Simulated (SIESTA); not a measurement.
Runs of SIESTA 5.4.2 on TiAl3. The structure is tetragonal, space group I4/mmm (No. 139). Conventional cell: a = 3.822 Å, b = 3.822 Å, c = 8.561 Å, α = 90.00°, β = 90.00°, γ = 90.00°. Ti (site symmetry 4/mmm) is surrounded by 12 Al at 2.70 to 2.87 Å. Around Al (site symmetry -4m2) lie 8 Al at 2.70 to 2.87 Å and 4 Ti at 2.87 Å. Al (site symmetry 4/mmm) is surrounded by 4 Ti at 2.70 Å and 8 Al at 2.87 Å. The cell comes from a database or a generator and needn't be the stable form of this composition.

```tsv
level	potentials or basis	gap on the mesh (eV)	pressure (GPa)
PBEsol	PseudoDojo 0.4 standard (PBEsol files), DZ (energy shift 0.003 Ry; two zetas on semicore shells)	none	2.1
PBEsol	PseudoDojo 0.4 standard (PBEsol files), DZP (energy shift 0.003 Ry; two zetas on semicore shells)	none	(a)
PBEsol	PseudoDojo 0.4 standard (PBEsol files), SZ (energy shift 0.003 Ry)	none	10.0
PBEsol	PseudoDojo 0.4 standard (PBEsol files), TZDP (energy shift 0.003 Ry; two zetas on semicore shells)	none	(b)
PBE	PseudoDojo 0.4 standard (PBE files), DZP (energy shift 0.003 Ry; two zetas on semicore shells)	none	2.5
```

Alike in all rows: task band structure; no spin polarisation; cell as given; k mesh 10 × 10 × 10; smearing fermi-dirac 0.05 eV; grid cutoff 800 Ry; energy shift 0.003 Ry.

Question: Fill in the values left out.

Answer: (a) -0.1; (b) 0.1.

Caveats: the basis of atomic orbitals isn't converged, which shifts pressures, moduli and gaps; the basis has no polarisation orbitals (some runs).

A gap of «none» marks a metal or a gap under the smearing width.
